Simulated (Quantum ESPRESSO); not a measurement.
A run of Quantum ESPRESSO 7.5 is set up as follows.

File pw.in:

```
&CONTROL
  calculation = 'scf'
  prefix = 'pwscf'
  outdir = './tmp'
  pseudo_dir = './pseudo'
  tprnfor = .true.
  tstress = .true.
  disk_io = 'low'
/
&SYSTEM
  space_group = 64
  A = 6.29
  B = 4.5
  C = 8.21
  nat = 1
  ntyp = 1
  ecutwfc = 58
  nbnd = 21
  input_dft = 'bp'
  occupations = 'smearing'
  smearing = 'fd'
  degauss = 0.00367493
/
&ELECTRONS
  conv_thr = 8d-10
  electron_maxstep = 120
  mixing_beta = 0.5
/
ATOMIC_SPECIES
Cl    35.4500 Cl.upf
ATOMIC_POSITIONS crystal_sg
Cl     0.5000000000    0.1300000000    0.4000000000
K_POINTS automatic
7 7 4 0 0 0
```

Contents of bands.in:

```
&CONTROL
  calculation = 'bands'
  prefix = 'pwscf'
  outdir = './tmp'
  pseudo_dir = './pseudo'
  disk_io = 'low'
  verbosity = 'high'
/
&SYSTEM
  space_group = 64
  A = 6.29
  B = 4.5
  C = 8.21
  nat = 1
  ntyp = 1
  ecutwfc = 58
  nbnd = 21
  input_dft = 'bp'
  occupations = 'smearing'
  smearing = 'fd'
  degauss = 0.00367493
/
&ELECTRONS
  conv_thr = 1d-08
  electron_maxstep = 120
  mixing_beta = 0.5
  diago_full_acc = .true.
/
ATOMIC_SPECIES
Cl    35.4500 Cl.upf
ATOMIC_POSITIONS crystal_sg
Cl     0.5000000000    0.1300000000    0.4000000000
K_POINTS crystal
60
 0.0000000000  0.0000000000  0.0000000000 1
 0.0539938443  0.0539938443  0.0000000000 1
 0.1079876887  0.1079876887  0.0000000000 1
 0.1619815330  0.1619815330  0.0000000000 1
 0.2159753774  0.2159753774  0.0000000000 1
 0.2699692217  0.2699692217  0.0000000000 1
 0.3239630661  0.3239630661  0.0000000000 1
 0.3779569104  0.3779569104  0.0000000000 1
 0.2834676828  0.4084676828  0.0000000000 1
 0.1889784552  0.4389784552  0.0000000000 1
 0.0944892276  0.4694892276  0.0000000000 1
 0.0000000000  0.5000000000  0.0000000000 1
 0.0000000000  0.5000000000  0.2500000000 1
 0.0000000000  0.5000000000  0.5000000000 1
 0.0944892276  0.4694892276  0.5000000000 1
 0.1889784552  0.4389784552  0.5000000000 1
 0.2834676828  0.4084676828  0.5000000000 1
 0.3779569104  0.3779569104  0.5000000000 1
 0.3307122966  0.3307122966  0.5000000000 1
 0.2834676828  0.2834676828  0.5000000000 1
 0.2362230690  0.2362230690  0.5000000000 1
 0.1889784552  0.1889784552  0.5000000000 1
 0.1417338414  0.1417338414  0.5000000000 1
 0.0944892276  0.0944892276  0.5000000000 1
 0.0472446138  0.0472446138  0.5000000000 1
 0.0000000000  0.0000000000  0.5000000000 1
 0.0000000000  0.0000000000  0.2500000000 1
 0.0000000000  0.0000000000  0.0000000000 1
-0.0555555556  0.0555555556  0.0000000000 1
-0.1111111111  0.1111111111  0.0000000000 1
-0.1666666667  0.1666666667  0.0000000000 1
-0.2222222222  0.2222222222  0.0000000000 1
-0.2777777778  0.2777777778  0.0000000000 1
-0.3333333333  0.3333333333  0.0000000000 1
-0.3888888889  0.3888888889  0.0000000000 1
-0.4444444444  0.4444444444  0.0000000000 1
-0.5000000000  0.5000000000  0.0000000000 1
-0.4389784552  0.5610215448  0.0000000000 1
-0.3779569104  0.6220430896  0.0000000000 1
-0.3779569104  0.6220430896  0.1666666667 1
-0.3779569104  0.6220430896  0.3333333333 1
-0.3779569104  0.6220430896  0.5000000000 1
-0.4186379403  0.5813620597  0.5000000000 1
-0.4593189701  0.5406810299  0.5000000000 1
-0.5000000000  0.5000000000  0.5000000000 1
-0.5000000000  0.5000000000  0.3333333333 1
-0.5000000000  0.5000000000  0.1666666667 1
-0.5000000000  0.5000000000  0.0000000000 1
 0.0000000000  0.0000000000  0.5000000000 1
-0.0454545455  0.0454545455  0.5000000000 1
-0.0909090909  0.0909090909  0.5000000000 1
-0.1363636364  0.1363636364  0.5000000000 1
-0.1818181818  0.1818181818  0.5000000000 1
-0.2272727273  0.2272727273  0.5000000000 1
-0.2727272727  0.2727272727  0.5000000000 1
-0.3181818182  0.3181818182  0.5000000000 1
-0.3636363636  0.3636363636  0.5000000000 1
-0.4090909091  0.4090909091  0.5000000000 1
-0.4545454545  0.4545454545  0.5000000000 1
-0.5000000000  0.5000000000  0.5000000000 1
```

Potentials or basis: PseudoDojo 0.4.1 SR PBE standard.

Launch:

```sh
$ OMP_NUM_THREADS=1 pw.x -in pw.in > pw.out
$ OMP_NUM_THREADS=1 pw.x -in bands.in > bands.out
```

(1) What does it give for the pressure?

(2) Predict the band gap along the path.

(3) What does it give for the band gap on the k mesh?

Results:

(1) 0.8 GPa.

(2) 2.44 eV, indirect (least direct gap 2.50 eV).

(3) 2.45 eV, indirect (least direct gap 2.51 eV).

Caveat: the potentials were made for another functional, which shifts forces and pressure; some levels on the path didn't converge.
